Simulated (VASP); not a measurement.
# Ti (P6_3/mmc) in VASP: further runs, part 2 of 2

VASP 6.6.1.

## 3. Relaxation of shape and atoms at fixed volume, PBE+D3(BJ) (a relaxed cell with its volume scaled by 1.06)

File INCAR:

```
PREC = Accurate
ENCUT = 600
EDIFF = 1E-7
ISMEAR = 1
SIGMA = 0.1
LREAL = False
LASPH = True
NELM = 80
ALGO = Normal
ISIF = 4
LWAVE = False
LCHARG = False
GGA = PE
IVDW = 12
IBRION = 2
NSW = 40
EDIFFG = -0.01
```

File KPOINTS:

```
Automatic mesh
0
Gamma
  15 15 8
```

File POSCAR:

```
Ti                                      
1.0
    2.9431238870      0.0000000000      0.0000000000
   -1.4715619435      2.5488200527      0.0000000000
   -0.0000000000     -0.0000000000      4.6502745548
  Ti            
     2
Direct
     0.3333333332999970    0.6666666667000030    0.2500000000000000
     0.6666666667000030    0.3333333332999970    0.7500000000000000
```

Potentials or basis: VASP PAW PBE potentials, release 64 (Ti_sv).

Run with:

```
$ cat potpaw_PBE.64/Ti_sv/POTCAR > POTCAR
$ mpirun -np 1 vasp_std > vasp.out
```

OUTCAR:

```text
PREC = Accurate
   ENCUT = 600
   EDIFF = 1E-7
   ISMEAR = 1
   LREAL = False
   LASPH = True
   NELM = 80
   ISIF = 4
   GGA = PE
   IVDW = 12
   IBRION = 2
   NSW = 40
   EDIFFG = -0.01
 IVDW          = 12

 ion  position               nearest neighbor table
   1  0.333  0.667  0.250-   2 2.88   2 2.88   2 2.88   2 2.88   2 2.88   2 2.88
   2  0.667  0.333  0.750-   1 2.88   1 2.88   1 2.88   1 2.88   1 2.88   1 2.88

  LATTYP: Found a hexagonal cell.
 ALAT       =     2.9431238870
 C/A-ratio  =     1.5800471653

  Lattice vectors:

 A1 = (   2.9431238870,   0.0000000000,   0.0000000000)
 A2 = (  -1.4715619435,   2.5488200527,   0.0000000000)
 A3 = (   0.0000000000,   0.0000000000,   4.6502745548)

Analysis of symmetry for initial positions (statically):
=====================================================================
 Subroutine PRICEL returns:
 Original cell was already a primitive cell.

 Routine SETGRP: Setting up the symmetry group for a
 hexagonal supercell.

 Subroutine GETGRP returns: Found 24 space group operations
[... 169 lines left out ...]

 E-fermi :   8.3001     XC(G=0): -11.4780

 val. band max:        8.2938322307   @ k =   0.0667   0.0000   0.5000
 cond. band min:       8.3020251909   @ k =   0.1333   0.0667   0.3750
 fundamental gap:      0.0081929602
 Fermi energy:         8.3000875557

 k-point     1 :       0.0000    0.0000    0.0000
  band No.  band energies     occupation
      1     -48.5826      2.00000
      2     -48.4470      2.00000
      3     -25.1716      2.00000
      4     -24.5306      2.00000
      5     -24.5306      2.00000
      6     -24.4704      2.00000
[... 433 lines left out ...]
      3     -24.9445      2.00000
      4     -24.8258      2.00000
      5     -24.8220      2.00000
      6     -24.7515      2.00000
[... 8 lines left out ...]
     15       9.6245     -0.00000
     16      11.3098      0.00000

 [... further k-points ...]

------------------------ aborting loop because EDIFF is reached ----------------------------------------

 Edisp (eV)   -1.19792

 E8    (eV) :    -0.5683

  FORCE on cell =-STRESS in cart. coord.  units (eV):
  Direction    XX          YY          ZZ          XY          YZ          ZX
  --------------------------------------------------------------------------------------
  -------------------------------------------------------------------------------------
  Total      -1.38080    -1.38080    -1.36657     0.00000     0.00000     0.00000
  in kB     -63.41857   -63.41857   -62.76460     0.00000     0.00000     0.00000
  external pressure =      -63.20 kB  Pullay stress =        0.00 kB

 VOLUME and BASIS-vectors are now :
 -----------------------------------------------------------------------------
  energy-cutoff  :      600.00
  volume of cell :       34.88
      direct lattice vectors                 reciprocal lattice vectors
     2.943123887  0.000000000  0.000000000     0.339775028  0.196169204  0.000000000
    -1.471561944  2.548820053  0.000000000     0.000000000  0.392338407  0.000000000
     0.000000000  0.000000000  4.650274555     0.000000000  0.000000000  0.215041067

 POSITION                                       TOTAL-FORCE (eV/Angst)
 -----------------------------------------------------------------------------------
     -0.00000      1.69921      1.16257         0.000000      0.000000      0.000000
      1.47156      0.84961      3.48771        -0.000000      0.000000      0.000000
 -----------------------------------------------------------------------------------
    total drift:                               -0.000000      0.000000     -0.000000

  FREE ENERGIE OF THE ION-ELECTRON SYSTEM (eV)
  ---------------------------------------------------
  free  energy   TOTEN  =       -16.8692288899 eV

  energy  without entropy=      -16.8697535657  energy(sigma->0) =      -16.86940378

 reached required accuracy - stopping structural energy minimisation
```

OSZICAR:

```text
N       E                     dE             d eps       ncg     rms          rms(c)
DAV:   1     0.261803700371E+03    0.26180E+03   -0.14695E+04  4328   0.205E+03
DAV:   2     0.119541919063E+02   -0.24985E+03   -0.24851E+03  4408   0.519E+02
DAV:   3    -0.164922055009E+02   -0.28446E+02   -0.28206E+02  8584   0.141E+02
DAV:   4    -0.177011849980E+02   -0.12090E+01   -0.12087E+01  4520   0.311E+01
DAV:   5    -0.177705939666E+02   -0.69409E-01   -0.69408E-01  7152   0.500E+00    0.118E+01
DAV:   6    -0.156660230168E+02    0.21046E+01   -0.80089E+00  5096   0.330E+01    0.298E+00
DAV:   7    -0.156527344557E+02    0.13289E-01   -0.80311E-01  6512   0.765E+00    0.204E+00
DAV:   8    -0.156805884294E+02   -0.27854E-01   -0.22412E-01  5072   0.629E+00    0.707E-01
DAV:   9    -0.156710504837E+02    0.95379E-02   -0.55706E-02  5184   0.272E+00    0.654E-02
DAV:  10    -0.156712739182E+02   -0.22343E-03   -0.24460E-03  6944   0.407E-01    0.889E-02
DAV:  11    -0.156713223932E+02   -0.48475E-04   -0.18621E-04  4936   0.129E-01    0.259E-02
DAV:  12    -0.156713106175E+02    0.11776E-04   -0.41509E-05  6048   0.535E-02    0.582E-03
DAV:  13    -0.156713121170E+02   -0.14995E-05   -0.10175E-06  5208   0.113E-02    0.148E-03
DAV:  14    -0.156713132830E+02   -0.11661E-05   -0.20817E-07  3904   0.407E-03    0.498E-04
DAV:  15    -0.156713134543E+02   -0.17123E-06   -0.42695E-08  2808   0.232E-03    0.231E-04
DAV:  16    -0.156713134796E+02   -0.25302E-07   -0.12596E-08  2768   0.129E-03
   1 F= -.16869229E+02 E0= -.16869404E+02  d E =-.168692E+02
```

Wall time 55 s (1 thread of Intel Xeon Platinum 8488C (Sapphire Rapids), shared host); peak memory 0.22 GiB.

Results:

```yaml
Free_energy: -16.8692 eV
Pressure_after_relaxing: -6.3 GPa
Band_gap_on_the_k_mesh: none (metal or under the smearing width)
Dispersion_energy_per_atom: -0.599 eV
```

Final structure:
```
CELL_PARAMETERS angstrom
2.94312 0.00000 0.00000
-1.47156 2.54882 0.00000
0.00000 0.00000 4.65027
ATOMIC_POSITIONS crystal
Ti 0.33333 0.66667 0.25000
Ti 0.66667 0.33333 0.75000
```

Levels at points of the mesh, in eV from the Fermi level:
```csv
k point,band 9,band 10,band 11,band 12,band 13,band 14,band 15,band 16
"(0.00, 0.00, 0.00)",-6.21,-2.69,0.76,0.76,0.77,0.88,1.26,1.26
"(0.00, 0.00, 0.50)",-4.35,-4.35,0.08,0.08,0.66,0.66,0.66,0.66
```

Caveat: the relaxation stopped at its first step, so nothing moved; pairwise dispersion overbinds metals, which lowers pressure and volume.
